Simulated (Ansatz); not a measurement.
This is a single-point calculation with the plane-wave code Ansatz on PbO, CsCl type; the level of theory is r2SCAN. The cell was relaxed beforehand with r2SCAN.

```yaml
crystal:
  lattice:
    - [3.1793716483, 0.0, 0.0]
    - [0.0, 3.1793716483, 0.0]
    - [0.0, 0.0, 3.1793716483]
  atoms:
    - { symbol: Pb, position: [0.0, 0.0, 0.0] }
    - { symbol: O, position: [0.5, 0.5, 0.5] }
kpoints:
  mp_grid: { grid: [8, 8, 8] }
  band_path:
    path:
      - [0.0, 0.0, 0.0]
      - [0.0, 0.5, 0.0]
      - [0.5, 0.5, 0.0]
      - [0.5, 0.5, 0.5]
      - [0.05, 0.5, 0.05]
    npoints: 1
hamiltonian:
  xc: r2scan
scf:
  occupations: { method: fermi_dirac, width: 0.02 }
  n_extra_bands: 4
output:
  forces: true
  stress: true
  eigenvalues: true
```

In the abridged output below, numbers in square brackets stand for lines, or ends of lines, that were taken out.
```
Functional definition: r2SCAN
Crystal: 2 atoms, lattice volume = 32.138 Å³
Basis set: ecut = 500 eV, 799 PW (Γ)
Bands: 14, of which v1, the nominal top of the filled ones, is band 10 counted from 1 (9 counted from 0)
[1]
SCF 1 converged in 7 iterations: F = -12488.203236 eV  dr2 = 3.41e-9
Free energy (F): -12488.203236 eV
[2]
--- Stress (GPa, compression-positive) ---
[3]
--- Band table (eV; the first three rows and the last of 35) ---
[4]
```

The rows of the band table are 0: (0, 0, 0) = Γ, 1: (0, 0, 1/8), 2: (0, 0, 1/4), 34: (-1/2, -1/2, -1/2) = R.

**Question.** Fill in the blanks. They hold the Fermi energy and the band table, the stress, the symmetry found.

**Answer.**
```
[1]
Symmetry: 48 space group operations
Space group: Pm-3m (ITA 221)
[2]
Fermi energy:    11.448143 eV
[3]
        0.030032       0.000000       0.000000
        0.000000       0.030032       0.000000
        0.000000       0.000000       0.030032
  P = ⅓ Tr σ = 0.0300 GPa (0.300 kbar)
[4]
  k-point 0: bands = […, -5.5571, -5.5571, 2.7623, 9.4012, 9.4012, 9.4012, 20.4719, 20.4719, 20.4719, 21.7770]
  k-point 1: bands = […, -5.5858, -5.5547, 2.6500, 9.4471, 9.5135, 9.5135, 18.3058, 20.3805, 20.3805, 21.8898]
  k-point 2: bands = […, -5.6541, -5.5490, 2.3791, 9.6703, 9.7947, 9.7947, 15.5877, 20.1090, 20.1090, 22.2233]
  k-point 34: bands = […, -5.3988, -5.3988, 7.9193, 8.9496, 8.9496, 8.9496, 12.3344, 12.3344, 12.3344, 25.6254]
```
Only the leading digits can be foreseen; the rest is this run's record.

r2SCAN shows no clear gap: PBE's bands cross or nearly cross beside R–X (0.90 of the way from R), and the 0.19 eV read at that one point says little, since a crossing moves with the functional. The gap is the least over the mesh and the extra points. The mean stress is close to zero (0.03 GPa).

Run as `ansatz run input.yaml --threads 2 --pin off --max-ram 2211MiB --backend cpu --events-out ev --progress --plain --runs-dir out`. It took 2.9 s on 2 threads of Arm Neoverse N1, with other jobs on the host, load about 0.8 per core; peak host memory 0.34 GiB.

Values at 0 K without nuclear motion; spin polarisation is off, and the phase may be a hypothetical one.

Spin-orbit coupling is left out; in compounds of Pb, Bi, Tl or Hg it can lower a gap by up to about 1 eV, split its edges or invert the bands.
